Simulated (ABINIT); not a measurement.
Re:

```
Re
1.0
     2.76639    0.00000    0.00000
    -1.38319    2.39576    0.00000
     0.00000    0.00000    8.93885
Re
4
Direct
  0.66667 0.33333 0.75000
  0.00000 0.00000 0.50000
  0.33333 0.66667 0.25000
  0.00000 0.00000 0.00000
```

Base run:

```yaml
Program: ABINIT 10.8.3 (patched build)
Functional: BLYP
Potentials_or_basis: JTH PAW PBE v2.0
Cutoff: 599 eV
k_mesh: 11 × 11 × 3
Occupations: fermi-dirac, width 0.05 eV
Spin: no spin polarisation
```

Its results: band gap on the k mesh none (metal or under the smearing width); pressure 16.5 GPa.

Problem. The run is repeated on the same cell with these changes: functional from BLYP to AM05. What comes out?

Solution. Band gap on the k mesh none (metal or under the smearing width); pressure -9.5 GPa.

AM05 binds more tightly than BLYP, so the same cell stands under less pressure.

Caveats: so large a pressure means that the cell lies far from this level's equilibrium, or that cutoff or potentials fall short (some runs); the potentials were made for another functional, which shifts forces and pressure (some runs); the PAW data sets were made with another functional, which shifts forces and pressure a little (some runs).

Not every run made on this cell is shown here.
